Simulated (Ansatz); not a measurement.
**Moving the pressure in HfSiO4**

The cell as given:

Space group I4_1/amd:1 (No. 141). a = 6.572 Å, b = 6.572 Å, c = 5.963 Å, α = 90.00°, β = 90.00°, γ = 90.00°
| atom | site | symmetry | x | y | z |
| --- | --- | --- | --- | --- | --- |
| Hf | 4a | -4m2 | 0.0000 | 0.0000 | 0.0000 |
| Si | 4b | -4m2 | 0.0000 | 0.0000 | 0.5000 |
| O | 16h | .m. | 0.3155 | 0.5000 | 0.1802 |

The cell comes from a database or a generator and needn't be the form met in nature.

Kept alike: task relaxation of cell and atoms; functional PBE; k mesh 5 × 5 × 5; occupations fermi-dirac, width 0.05 eV; no spin polarisation. Program: Ansatz, Ansatz PAW, cutoff 420 eV. The mesh is that of the run's cell of 12 atoms. No spin-orbit coupling.

| run | volume (Å³/atom) |
| --- | --- |
| A | 10.820 |
| B | 11.067 |
| C | 10.230 |
| D | 10.964 |

The relaxations keep at least the cell's symmetry (I4_1/amd). The runs follow the start's structure, whether or not it is the stable one at these pressures. Ansatz's relaxations hold a Pulay term in the stress (up to 0.8 GPa here). P is the pressure aimed at, which the runs meet within some hundredths to tenths of a GPa.

The runs differ in the pressure alone: 0; 2; 5; 20 GPa. Which run is which?

Run A is 5 GPa; run B is 0 GPa; run C is 20 GPa; run D is 2 GPa. The volume falls from 11.067 to 10.230 Å³/atom between 0 and 20 GPa. The volume falls ever more slowly, since the solid stiffens under load. At the pressures aimed at, which the runs meet within some tenths of a GPa, the step from 0 to 5 GPa gives a mean bulk modulus near 222 GPa, the last step 268 GPa.
